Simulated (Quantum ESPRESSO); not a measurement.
# How BaTe absorbs and reflects light, part 3 of 3

Aim: the dielectric function of BaTe, and the optical constants that follow from it. The cell comes from an older database entry, whose edges can differ from later determinations, mostly by under a per cent.

Quantum ESPRESSO 7.5; DFT, PBE, plane waves with norm-conserving potentials (PseudoDojo), scalar-relativistic, independent-particle optical response without local fields and without the non-local commutator.

So far. Step 2 (Ground state): There is a gap, 1.37 eV on this mesh (points off the mesh can give less), so no carriers' term is needed.

The database entry behind the starting cell differs from later determinations by our own check (about 2.5 % short), so it need not match the best structure at ambient conditions.

## (5) Dielectric function

The spectrum is a sum over vertical transitions between filled and empty bands at the fixed density, so many empty bands are needed.

This step: DFT, PBE, plane waves with norm-conserving potentials (PseudoDojo), scalar-relativistic, independent-particle optical response without local fields and without the non-local commutator (Quantum ESPRESSO 7.5).

The input, epsilon.in:

```
&inputpp
  prefix = 'x'
  outdir = './tmp'
  calculation = 'eps'
/
&energy_grid
  smeartype = 'gauss'
  intersmear = 0.4
  wmin = 0.0
  wmax = 22
  nw = 500
/
```

Launch:

```console
$ mpirun -n 4 epsilon.x -nk 4 -in epsilon.in
```

What it wrote:

```text
[banner, memory and clock lines left out]

     Broadcasting variables...

     IMPORTANT: XC functional enforced from input :
     Exchange-correlation= PBE
                           (   1   4   3   4   0   0   0)
     Any further DFT definition will be discarded

     G-vector sticks info

     Fermi energy [eV] is:  7.43795
     The system is a dielectric...
     metallic system: redefining wmin =     0.000000

     Performing eps calculation...

     xx,yy,zz plasmon frequences [eV] are:    14.656604261   14.656604026   14.656604387
```

Wall time 3.3 s (4 MPI ranks of Arm Neoverse V2, shared host); peak memory 0.06 GiB.

Read-outs, printed or worked out from the files:

- electronic dielectric constant ε∞, mean over x, y and z (by symmetry where fewer were run): 6.260
- main peak of Im epsilon, first axis: 5.037 eV

Some rows of epsi_x.dat:

```text
# energy grid [eV]     epsi_x  epsi_y  epsi_z
#
    0.176352705    0.026951370    0.026951370    0.026951370
    1.234468938    0.331533639    0.331533638    0.331533640
    2.292585170    3.117048069    3.117048067    3.117048070
    3.350701403    4.520487602    4.520487598    4.520487603
    4.408817635    6.532763779    6.532763775    6.532763781
    5.466933868    6.555449381    6.555449376    6.555449384
    6.525050100    5.133813624    5.133813618    5.133813628
    7.583166333    2.247335681    2.247335673    2.247335685
    8.641282565    1.304891360    1.304891351    1.304891365
    9.699398798    1.498848973    1.498848962    1.498848979
   10.757515030    0.804041489    0.804041476    0.804041496
   11.815631263    0.747768691    0.747768676    0.747768700
   12.873747495    0.684134966    0.684134948    0.684134976
   13.931863727    0.726485996    0.726485974    0.726486008
   14.989979960    0.928927059    0.928927033    0.928927074
   16.048096192    1.233576128    1.233576096    1.233576145
   17.106212425    1.945244956    1.945244916    1.945244978
   18.164328657    1.414966049    1.414965998    1.414966077
   19.222444890    0.450549878    0.450549811    0.450549913
   20.280561122    0.512447616    0.512447526    0.512447665
   21.338677355    0.381167732    0.381167603    0.381167801
```

Values under the direct gap are tails of Lorentzian lines. The Im ε, any direction by photon energy; read off at these points:

photon energy (eV), Im ε, any direction and a bar:
```
      0.0       0.00 
      1.0       0.21 #
      2.0       2.08 ########
      3.0       4.00 ################
      4.0       5.34 #####################
      4.5       7.00 ############################
      5.0       7.47 ##############################
      6.0       6.84 ###########################
      7.0       4.15 #################
      8.0       1.75 #######
      9.0       1.09 ####
      9.5       1.75 #######
     10.0       1.02 ####
     11.0       0.69 ###
     12.0       0.76 ###
     13.0       0.68 ###
     14.0       0.76 ###
     15.0       0.93 ####
     16.0       1.19 #####
     17.0       1.86 #######
     17.2       2.01 ########
     18.0       1.61 ######
     19.0       0.49 ##
     20.0       0.47 ##
     21.0       0.50 ##
     22.0       0.25 #
```

The Re ε, any direction by photon energy:

photon energy (eV), Re ε, any direction and a bar from the least value:
```
        0       6.26 #########################
        1       6.69 ##########################
        2       7.88 ##############################
        3       6.73 ##########################
        4       5.86 ########################
        5       3.30 ################
        6       0.33 ######
        7      -1.70 
        8      -1.27 #
        9      -0.01 #####
       10      -0.25 #####
       11       0.14 ######
       12       0.56 #######
       13       0.66 #######
       14       0.98 ########
       15       0.98 ########
       16       1.15 #########
       17       0.86 ########
       18      -0.39 ####
       19      -0.15 #####
       20       0.24 ######
       21       0.13 ######
       22       0.20 ######
```

Values under the direct gap are tails of Lorentzian lines. Table of loss function −Im 1/ε at q → 0, any direction by energy loss; read off at these points:

energy loss (eV), loss function −Im 1/ε at q → 0, any direction and a bar:
```
     0.00       0.00 
     0.50       0.00 
     1.00       0.00 
     1.50       0.01 
     2.00       0.03 
     2.50       0.05 #
     3.00       0.07 #
     3.50       0.08 #
     4.00       0.09 #
     4.50       0.10 #
     5.00       0.11 #
     5.50       0.15 ##
     6.00       0.15 ##
     6.50       0.18 ##
     7.00       0.21 ##
     7.50       0.26 ###
     8.00       0.37 ####
     8.50       0.60 #######
     9.00       0.91 ###########
     9.50       0.57 #######
    10.00       0.93 ###########
    10.50       0.98 ###########
    11.00       1.40 ################
    11.50       1.02 ############
    12.00       0.85 ##########
    12.50       0.89 ##########
    13.00       0.75 #########
    13.50       0.61 #######
    14.00       0.49 ######
    14.50       0.46 #####
    15.00       0.51 ######
    15.50       0.47 #####
    16.00       0.44 #####
    16.50       0.47 #####
    17.00       0.44 #####
    17.50       0.53 ######
    18.00       0.59 #######
    18.50       0.86 ##########
    19.00       1.88 ######################
    19.50       2.38 ###########################
    20.00       1.67 ###################
    20.50       1.63 ###################
    21.00       1.88 ######################
    21.50       2.55 #############################
    21.82       2.60 ##############################
    22.00       2.42 ############################
```

The reflectivity at normal incidence, any direction has structure finer than the step of the table below, so its rows give means over 1 eV, whole bins alone (the curve runs from 0 to 22 eV). Peaks (eV: height): 7.4: 45.9, 9.8: 26.0, 18.5: 38.6, 21.3: 16.1.

Reflectivity at normal incidence, any direction against photon energy; means over each step:

```csv
photon energy (eV),"reflectivity at normal incidence, any direction (%)"
1,19.8
2,23.2
3,24.0
4,26.5
5,30.6
6,34.5
7,41.0
8,38.4
9,21.0
10,21.6
11,13.5
12,5.91
13,4.18
14,3.05
15,4.26
16,6.17
17,11.9
18,26.8
19,28.2
20,12.1
21,14.1
```

The refractive index n and extinction k by photon energy:

```
photon energy (eV)      n       k
               0.0   2.50       0
               0.5   2.52  0.0162
               1.0   2.59  0.0408
               1.5   2.74   0.119
               2.0   2.83   0.367
               2.5   2.73   0.587
               3.0   2.70   0.741
               3.5   2.65   0.875
               4.0   2.62    1.02
               4.5   2.56    1.37
               5.0   2.39    1.56
               5.5   2.00    1.63
               6.0   1.89    1.81
               6.5   1.44    1.81
               7.0   1.18    1.76
               7.5  0.770    1.58
               8.0  0.666    1.31
               8.5  0.692    1.03
               9.0  0.736   0.742
               9.5  0.925   0.949
              10.0  0.634   0.805
              10.5  0.682   0.740
              11.0  0.648   0.531
              11.5  0.795   0.419
              12.0  0.867   0.441
              12.5  0.850   0.449
              13.0  0.899   0.379
              13.5  0.958   0.339
              14.0   1.06   0.360
              14.5   1.10   0.389
              15.0   1.08   0.429
              15.5   1.14   0.480
              16.0   1.18   0.504
              16.5   1.17   0.623
              17.0   1.21   0.772
              17.5   1.03   0.906
              18.0  0.793    1.01
              18.5  0.426   0.860
              19.0  0.424   0.574
              19.5  0.487   0.423
              20.0  0.622   0.380
              20.5  0.622   0.433
              21.0  0.567   0.438
              21.5  0.501   0.332
              22.0  0.512   0.246
```

Optical constants at common wavelengths, from n + ik = √ε:

```csv
wavelength (nm),n,k,R (%),1/α
1550,2.55,0.029,19.1,4.3 µm
800,2.76,0.139,22.0,458 nm
633,2.83,0.341,23.4,148 nm
532,2.76,0.571,23.6,74 nm
405,2.68,0.759,24.1,42 nm
365,2.65,0.859,24.6,34 nm
308,2.63,1.034,26.2,24 nm
```

Below the direct gap, k and the depth come from the tails of the Lorentzian lines, not from transitions.

Rows near the edge hang on the gap, which this functional as a rule makes too small, and phonon-assisted absorption is left out.

## (6) What came out

```json
{
  "electronic dielectric constant ε∞, mean over x, y and z (by symmetry where fewer were run) (independent particles)": "6.26",
  "main peak of Im epsilon, first axis": "5.04 eV"
}
```

**Reading.** At this level (PBE, independent particles) BaTe has ε∞ = 6.26 and n = 2.55 at 1550 nm, and Im ε peaks at 5.0 eV. Distinct maxima of Im ε, read by a parabola through the highest points, lie at 4.54 eV (7.1), 5.04 eV (7.5), 5.99 eV (6.8) and 17.21 eV (2.0). Excitons and phonon-assisted transitions are missing, and so are local fields; PBE gaps are as a rule too small, which pulls the onset down and ε∞ up. Spin-orbit coupling is left out although heavy atoms are present. epsilon.x leaves out the commutator of the non-local potential, so its intensities are off, as a rule too high. The sum runs over mesh points, so small or evenly spaced maxima can still be ripples of the mesh.

[Machine, clock, banner and «Message from routine» lines are left out of the logs.]

[Logs are printed without paths, hosts, clocks, repeated set-up lines and the standing remarks that a program may print on its own settings, such as how far it seeks lower states.]

[Hosts, paths, dates, database ids (printed as entryN), source tags and the programs' standing remarks are cut or masked in the printed files.]
